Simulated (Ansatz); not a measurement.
**Te2Mo in Ansatz: the effect of functional**

Crystal: Te2Mo.

```
Te Mo
1.0
     6.33000    0.00000    0.00000
     0.00000    3.46900    0.00000
    -0.94679    0.00000   13.82762
Te Mo
8 4
Direct
  0.94370 0.75000 0.60450
  0.05630 0.25000 0.39550
  0.90300 0.25000 0.85140
  0.09700 0.75000 0.14860
  0.41120 0.75000 0.89550
  0.58880 0.25000 0.10450
  0.44320 0.25000 0.64840
  0.55680 0.75000 0.35160
  0.81670 0.75000 0.99260
  0.18330 0.25000 0.00740
  0.68190 0.25000 0.49340
  0.31810 0.75000 0.50660
```

Alike in all runs:

- Program: Ansatz 0.2.0
- Task: projected density of states
- Potentials or basis: Ansatz PAW
- k mesh: 4 × 8 × 2
- Occupations: fermi-dirac, width 0.05 eV
- Spin: no spin polarisation

```csv
functional,cutoff,pressure (GPa),largest force (eV/Å)
LDA,420 eV (not typed: the program's choice for these potentials),-3.3,0.41
PBEsol,420 eV (not typed: the program's choice for these potentials),?,?
r2SCAN,500 eV (not typed: the program's choice for these potentials),2.0,0.30
```

Question: What does the run with functional PBEsol give?

Answer: Pressure -1.4 GPa; largest force 0.23 eV/Å.

Caveats: the PAW data sets come from PBE, with cores solved anew for the run's functional, which leaves a small shift of forces and pressure; the density of states is complete only up to the lowest level of the last band computed.

Runs at the PBE level aren't shown here.
